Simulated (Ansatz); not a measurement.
Crystal: Bi.

```
CELL_PARAMETERS angstrom
2.26750 1.30914 3.93800
-2.26750 1.30914 3.93800
0.00000 -2.61828 3.93800
ATOMIC_POSITIONS crystal
Bi 0.76600 0.76600 0.76600
Bi 0.23400 0.23400 0.23400
```

| Quantity | Value |
| --- | --- |
| Program | Ansatz 0.2.0 |
| Task | relaxation of cell and atoms |
| Functional | PBEsol |
| Dispersion | D4 |
| Potentials or basis | Ansatz PAW |
| Cutoff | 420 eV (not typed: the program's choice for these potentials) |
| k mesh | 7 × 7 × 7 |
| Occupations | fermi-dirac, width 0.05 eV |
| Spin | no spin polarisation |

At the start: volume 35.07 Å³/atom.

**Question.** How do energy, volume and symmetry change on relaxing?

**Answer.** It ends after 5 steps and the volume is 33.25 Å³/atom (-5.2 %); space group R-3m (No. 166, to 0.05 Å).

Step by step:
```
step  energy change (eV)  largest force (eV/Å)  volume (Å³)
   1              0.0000                0.1274        70.14
   2             -0.0215                0.1150        66.45
   3             -0.0260                0.0101        66.69
   4             -0.0276                0.0069        66.50
   5             -0.0269                0.0070        66.50
```

Final structure:
```
Bi
1.0
     2.25177    1.30006    3.78613
    -2.25177    1.30006    3.78613
     0.00000   -2.60012    3.78613
Bi
2
Direct
  0.76174 0.76174 0.76174
  0.23826 0.23826 0.23826
```

Caveat: the plane-wave basis is chosen anew once the cell has moved, so the energies of steps on either side of that aren't comparable; the PAW data sets come from PBE, with cores solved anew for the run's functional, which leaves a small shift of forces and pressure.
